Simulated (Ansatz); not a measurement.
The system is CaO.

```
Ca O
1.0
     0.00000    2.40356    2.40356
     2.40356    0.00000    2.40356
     2.40356    2.40356    0.00000
Ca O
1 1
Cartesian
  0.0000 0.0000 0.0000
  2.4036 2.4036 2.4036
```

The cell is a database's computed one.

Program: Ansatz 0.2.0. Alike in all runs: potentials or basis Ansatz PAW; no spin polarisation; cell as given; k mesh 10 × 10 × 10.

Q: Order these runs on this cell by their pressure, lowest first.
A. level r2SCAN; cutoff (eV) 500; smearing fermi-dirac 0.05 eV; points for each segment of the path 14
B. level PBEsol; cutoff (eV) 420; smearing gaussian 0.05 eV
C. level LDA; cutoff (eV) 420; smearing fermi-dirac 0.05 eV; points for each segment of the path 14
D. level RPBE; cutoff (eV) 420; smearing fermi-dirac 0.05 eV; points for each segment of the path 14

A: C (-7.0 GPa), B (-2.7 GPa), A (-0.9 GPa), D (5.4 GPa).

Caveats: the PAW data sets come from PBE, with cores solved anew for the run's functional, which leaves a small shift of forces and pressure.

Runs at the PBE level aren't shown here.
